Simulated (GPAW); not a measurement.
# Ru (P6_3/mmc) in GPAW: further runs

The runs below take Ru through optical spectrum, with PBE.

Program: GPAW 26.7.0. These are calculated values, not measurements. Logs are shortened: lines on timing, memory, paths and dates and some standing lists are left out, and cuts for length are marked. The log counts tension as positive stress, the text compression.

### Step 1. The crystal as given

Symmetry: P6_3/mmc, No. 194, hexagonal system. Conventional cell: a = 2.724 Å, b = 2.724 Å, c = 4.310 Å, α = 90.00°, β = 90.00°, γ = 120.00°. Ru (site symmetry -6m2) is surrounded by 12 Ru at 2.67 to 2.72 Å.

### Step 2. Optical spectrum, PBE

Contents of run.py:

```python
from ase.dft.bandgap import bandgap
from ase.io import read, write
from gpaw import GPAW, PW
from gpaw.response.df import DielectricFunction

atoms = read('POSCAR')

calc = GPAW(mode=PW(400),
            xc='PBE',
            kpts={'size': (9, 9, 5), 'gamma': True},
            occupations={'name': 'fermi-dirac', 'width': 0.05},
            nbands=29,
            convergence={'density': 1e-06},
            maxiter=150,
            txt='gpaw.txt')
atoms.calc = calc
energy = atoms.get_potential_energy()
calc.write('gs.gpw')
write('result.traj', atoms)
print(f'Energy: {energy:.6f} eV')
print('Fermi level:', round(calc.get_fermi_level(), 4), 'eV')
print(f'Gap: {bandgap(calc)[0]:.4f} eV, direct: {bandgap(calc, direct=True)[0]:.4f} eV')

dense = calc.fixed_density(kpts={'size': (25, 25, 14), 'gamma': True},
                           nbands=42, convergence={'bands': 36, 'eigenstates': 1e-7},
                           update_fermi_level=True, txt='dense.txt')
dense.write('dense.gpw', mode='all')

df = DielectricFunction('dense.gpw', frequencies={'type': 'nonlinear', 'domega0': 0.05, 'omega2': 10},
                        eta=0.1, ecut=50, nbands=36, rate='eta', txt='df.txt')
for direction in ['x', 'z']:
    df.get_dielectric_function(xc='RPA', direction=direction, filename=f'df_{direction}.csv')
```

Contents of POSCAR:

```
Ru
1.0
    2.7237197275      0.0000000000      0.0000000000
   -1.3618598638      2.3588104769      0.0000000000
    0.0000000000      0.0000000000      4.3102577801
Ru
2
Direct
    0.6666666667      0.3333333333      0.7500000000
    0.3333333333      0.6666666667      0.2500000000
```

Potentials or basis: GPAW PAW data sets (gpaw-data 1.2.1), pw.

The run is started by

```
OMP_NUM_THREADS=1 python run.py
```

gpaw.txt:

```text
__  _  _
 | _ |_)|_||  |
 |__||  | ||/\| - 26.7.0

Input parameters:
  mode=PW(ecut=400.0),
  convergence={'density': 1e-06},
  kpts=MonkhorstPack(size=(9, 9, 5), gamma=True),
  maxiter=150,
  nbands=29,
  occupations=Occupations(name='fermi-dirac', width=0.05),
  xc=XC(name='PBE')

Diagonalizing LCAO Hamiltonian
Converting LCAO to pw mode

          Ru

        Ru

Atoms  # Å, Bohr magnetons
|   | symbol |         x |        y |        z |    initial magnetic moments |
|---|--------|-----------|----------|----------|-----------------------------|
| 0 |     Ru |  1.361860 | 0.786270 | 3.232693 | ( 0.0000,  0.0000,  0.0000) |
| 1 |     Ru | -0.000000 | 1.572540 | 1.077564 | ( 0.0000,  0.0000,  0.0000) |

Unit cell  # Å
| periodic |         x |        y |        z |  lengths |     angles |
|----------|-----------|----------|----------|----------|------------|
|      yes |  2.723720 | 0.000000 | 0.000000 | 2.723720 |  90.000000 |
|      yes | -1.361860 | 2.358810 | 0.000000 | 2.723720 |  90.000000 |
|      yes |  0.000000 | 0.000000 | 4.310258 | 4.310258 | 120.000000 |

Number of symmetries: 12
Symmetry operations  # r_c * U_cc + t_c -> r_c
|    | kind |            matrix            |
|----|------|------------------------------|
|  0 |  σ   |  1, 1, 0,  0,-1, 0,  0, 0, 1 |
|  1 |  S6  |  1, 1, 0, -1, 0, 0,  0, 0,-1 |
|  2 |  E   |  1, 0, 0,  0, 1, 0,  0, 0, 1 |
|  3 |  C2  |  1, 0, 0, -1,-1, 0,  0, 0,-1 |
|  4 |  C2  |  0, 1, 0,  1, 0, 0,  0, 0,-1 |
|  5 |  C3  |  0, 1, 0, -1,-1, 0,  0, 0, 1 |
|  6 |  S6  |  0,-1, 0,  1, 1, 0,  0, 0,-1 |
|  7 |  σ   |  0,-1, 0, -1, 0, 0,  0, 0, 1 |
|  8 |  σ   | -1, 0, 0,  1, 1, 0,  0, 0, 1 |
|  9 |  i   | -1, 0, 0,  0,-1, 0,  0, 0,-1 |
| 10 |  C3  | -1,-1, 0,  1, 0, 0,  0, 0, 1 |
| 11 |  C2  | -1,-1, 0,  0, 1, 0,  0, 0,-1 |

BZ-sampling:
  Number of BZ points: 405
  Number of IBZ points: 50

  Monkhorst-Pack size: [9, 9, 5]
  Monkhorst-Pack shift: [0, 0, 0]

K-points  # in reciprocal-cell coordinates
|     |                                coordinates |     weight |
|-----|--------------------------------------------|------------|
|   0 | (  0.00000000,   0.00000000,   0.00000000) | 0.00246914 |
|   1 | (  0.00000000,   0.00000000,   0.20000000) | 0.00493827 |
|   2 | (  0.00000000,   0.00000000,   0.40000000) | 0.00493827 |
|   3 | (  0.11111111,   0.00000000,  -0.40000000) | 0.01481481 |
|   4 | (  0.11111111,   0.00000000,  -0.20000000) | 0.01481481 |
|   5 | (  0.11111111,   0.00000000,   0.00000000) | 0.01481481 |
|   6 | (  0.11111111,   0.00000000,   0.20000000) | 0.01481481 |
|   7 | (  0.11111111,   0.00000000,   0.40000000) | 0.01481481 |
|   8 | (  0.22222222,  -0.11111111,   0.00000000) | 0.01481481 |
|   9 | (  0.22222222,  -0.11111111,   0.20000000) | 0.02962963 |
| ... |                                            |            |
|  49 | (  0.44444444,   0.44444444,   0.40000000) | 0.02962963 |

Plane wave coefficients: 537
Cutoff: 400.0 eV

Spin-components: 1 (collinear spins)
Bands:           29
Projectors:      12
Spin-degeneracy: 2
Datatype:        complex128

Parallelization:
  kpt:    1
  domain: 1
  band:   1

Density:
  Valence electrons: 32.0
  Components: 1
  Grid points: [14 14 20]
  Charge: 0.0  # |e|

Potential:
  Grid points: [14 14 20]

species:
  Ru:
    name:    Ruthenium
    Z:       44.0
    valence: 16
    core:    28
    charge:  0.0  # [|e|]
    compensation charges:
      type: gauss
      rc: 0.39  # [Å]
      lmax: 2
    cutoffs:
      filter: 2.16  # [Å]
      core: 1.30  # [Å]
    projectors
    | kind |    occ | energy [eV] | rcut [Å] |
    |------|--------|-------------|----------|
    |   4s |  2.000 |     -76.316 |    1.281 |
    |   5s |  1.000 |      -4.236 |    1.281 |
    |   4p |  6.000 |     -46.423 |    1.286 |
    |   5p |  0.000 |      -0.913 |    1.286 |
    |   4d |  7.000 |      -5.203 |    1.254 |
    |    d |        |      22.008 |    1.254 |

    Using partial waves for Ru as LCAO basis

Reference energy: -246490.249966  # eV

eigensolver:
  PPCG
  Converge bands: occupied
  niter=2

density mixing:
  MSR1-Mixer
  Pratt-step length: 0.05
  Maximum mixing coefficient: 0.75
  Old densities: 10
  SVD Regularization: 0.005
  Good broyden scale: 1.0
  Trust region scale: 1.0
  Backstep threshold: 4.0
  History deletion threshold: 6.0
  Fourier metric: weight=20.0, sigma=0.015

occupation numbers:
  Fermi-Dirac:
    width: 0.0500  # eV

poisson solver:
  ecut: 3200.0  # eV

xc functional:
  name: PBE with 2 nearest neighbor stencil

convergence criteria:
- Maximum integral of absolute [dens]ity change: 1e-06 electrons / valence electron
- Maximum [total energy] change in last 3 cyles: 0.0005 eV / valence electron
- Maximum integral of absolute [eigenst]ate change: 4e-08 eV^2 / valence electron
maximum number of iterations: 150

SCF iterations
|iter     | |      energy | eigst |  dens |
|---------|-|-------------|-------|-------|
|iter:   1| |  -20.441091 | -0.02 |       |
|iter:   2| |  -20.096340 | -2.72 | -1.07 |
|iter:   3| |  -18.801480 | -1.68 | -1.12 |
|iter:   4| |  -18.794438 | -4.02 | -2.07 |
|iter:   5| |  -18.792314c| -4.13 | -2.36 |
|iter:   6| |  -18.792338c| -6.51 | -3.63 |
|iter:   7| |  -18.792343c| -7.18 | -3.97 |
|iter:   8| |  -18.792343c| -8.45c| -4.62 |
|iter:   9| |  -18.792343c| -9.17c| -5.52 |
|iter:  10| |  -18.792343c| -9.72c| -5.94 |
|iter:  11| |  -18.792343c|-10.44c| -6.35c|

Converged in 11 steps
Energy contributions relative to reference atoms: (reference = -246490.249966)

Energy contributions:
  Kinetic:          -7.732821
  Coulomb:          -0.221437
  Zero:             -0.321485
  External:          0.000000
  Xc:              -10.509860
  Entropy:          -0.013479
  Spinorbit:         0.000000
  ----------------------------
  Free energy:     -18.799082
  Extrapolated:    -18.792343

dipole moment: (0.000000, 0.000000, 0.000001)  # |e|*Ang

Fermi level: 13.161
Eigenvalues  # (at kpt = [0.000, 0.000, 0.000])
| band index |      eig [eV] | occ [0-2] |
|------------|---------------|-----------|
|          0 |       -60.026 |     2.000 |
|        ... |               |           |
|          9 |         7.071 |     2.000 |
|         10 |        10.547 |     2.000 |
|         11 |        10.547 |     2.000 |
|         12 |        10.729 |     2.000 |
|         13 |        11.202 |     2.000 |
|         14 |        11.202 |     2.000 |
[... 8 lines left out ...]
|         23 |        31.526 |     0.000 |
|         24 |        36.128 |     0.000 |
|        ... |               |           |
|         28 |        37.946 |     0.000 |

No gap
No difference between direct/indirect transitions
# Writing to gs.gpw (mode='')
```

Run time: 6.4 min. Hardware: 1 thread of Arm Neoverse V1, shared host; peak memory 0.65 GiB.

Results:

```
Free energy            : -18.7991 eV
Band gap on the k mesh : none (metal or under the smearing width)
```

Dielectric function (mean over the directions given):
| energy (eV) | real part | imaginary part |
| --- | --- | --- |
| 0.51 | -144.87 | 97.24 |
| 1.43 | 9.45 | 38.07 |
| 2.42 | -12.06 | 39.07 |
| 3.43 | -15.65 | 18.66 |
| 4.44 | -11.09 | 10.04 |
| 5.31 | -8.07 | 5.61 |
| 6.31 | -5.88 | 3.89 |
| 7.29 | -3.98 | 2.04 |
| 8.25 | -2.37 | 1.33 |
| 9.27 | -1.14 | 1.11 |
| 10.16 | -0.21 | 1.03 |
| 11.20 | 0.26 | 1.67 |
| 12.19 | 0.43 | 1.62 |
| 13.24 | 0.39 | 1.74 |
| 14.22 | 0.43 | 1.73 |
| 15.13 | 0.58 | 1.64 |
| 16.21 | 0.88 | 1.88 |
| 17.36 | 1.12 | 2.40 |
| 18.58 | -0.26 | 2.25 |
| 19.87 | -0.46 | 1.79 |

Caveat: the intraband term hangs on this k mesh; the long-wavelength limit can be off by several per cent where d states take part; independent-particle spectra lack excitons.

(Part 1 of 2 ends here.)
